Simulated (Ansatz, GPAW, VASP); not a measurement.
InAs: programs and potentials compared

```
In As
1.0
     0.00000    3.01800    3.01800
     3.01800    0.00000    3.01800
     3.01800    3.01800    0.00000
In As
1 1
Cartesian
  0.0000 0.0000 0.0000
  4.5270 4.5270 4.5270
```

Alike in all runs: task single point; functional PBE; k mesh 8 × 8 × 8; occupations gaussian, width 0.014 eV; no spin polarisation; no spin-orbit coupling. A missing gap at this level doesn't show that the real crystal is a metal. Pressure is positive in compression and, in plane waves, holds the error of the finite cutoff, which Ansatz's Pulay term estimates and takes out.

```
                        program and potentials  plane-wave cutoff (eV)                                                                      notes  band gap (eV)  pressure (GPa)
                            Ansatz, Ansatz PAW                     420  14 valence electrons an atom on average; Pulay term of +0.04 GPa included         no gap            4.29
Ansatz, all-electron LAPW, scalar-relativistic                       -                                                                          -         no gap            4.30
          VASP, PBE PAW files As, In_d, 520 eV                     520                                     9 valence electrons an atom on average         no gap            4.43
    GPAW, GPAW PAW data sets (gpaw-data 1.2.1)                     600                                     9 valence electrons an atom on average         no gap            4.04
```

None finds a gap. The pressure spans 4.04 (GPAW, GPAW PAW data sets (gpaw-data 1.2.1)) to 4.43 GPa (VASP, PBE PAW files As, In_d, 520 eV), with all-electron results at 4.30.

Differences between rows come from potentials, basis sets and numerical settings, since the functional is the same but for its coding. Runs on potential files found faulty are left out.
